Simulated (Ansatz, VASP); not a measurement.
Ti: VASP beside Ansatz

Contents of INCAR:

```
PREC     = Accurate       # precision mode
ENCUT    = 520            # plane-wave cutoff, eV
EDIFF    = 1E-6           # SCF threshold, eV
ISMEAR   = 0              # smearing method
SIGMA    = 0.1            # smearing width, eV
LREAL    = F              # projectors in reciprocal space
LASPH    = T              # aspherical terms in the spheres
NELM     = 60             # most SCF steps
ALGO     = Normal         # electronic algorithm
ISIF     = 2              # what is computed and relaxed
LWAVE    = F              # write WAVECAR
LCHARG   = F              # write CHGCAR
GGA      = PE             # functional
NBANDS   = 12             # bands
```

KPOINTS

```
Automatic mesh
0
Gamma
  18 18 18
```

Contents of POSCAR:

```
Ti
1.0
    0.0000000000      1.9702486369      1.9702486369
    1.9702486369      0.0000000000      1.9702486369
    1.9702486369      1.9702486369      0.0000000000
Ti
1
Direct
    0.0000000000      0.0000000000      0.0000000000
```

Input for Ansatz:

```yaml
crystal:
  lattice:
    - [0.0, 1.9702486369, 1.9702486369]
    - [1.9702486369, 0.0, 1.9702486369]
    - [1.9702486369, 1.9702486369, 0.0]
  atoms:
    - { symbol: Ti, position: [0.0, 0.0, 0.0] }
basis:
  ecutwfc: 420
kpoints:
  mp_grid: { grid: [18, 18, 18] }
hamiltonian:
  xc: pbe
scf:
  occupations: { method: gaussian, width: 0.1 }
output:
  forces: true
  stress: true
  eigenvalues: true
```

Alike in both runs: task single point; functional PBE; k mesh 18 × 18 × 18; occupations gaussian, width 0.1 eV; no spin polarisation.

```csv
,VASP,Ansatz
version,VASP 6.6.1,Ansatz 0.2.0
potentials or method,"VASP PAW PBE potentials, release 64 (Ti_sv)","scalar-relativistic, plane waves, PAW"
plane-wave cutoff (eV),520,420
valence electrons in the cell,12,12
```

|  | VASP | Ansatz | Ansatz less VASP |
| --- | --- | --- | --- |
| gap on the k mesh at the Fermi level (eV) | none | none | - |
| pressure (GPa) | 16.5 | 17.0 | +0.51 |

A gap of «none» marks a metal or a gap that the smearing closes.

Caveats: so large a pressure means that the cell lies far from this level's equilibrium, or that cutoff or potentials fall short (VASP).
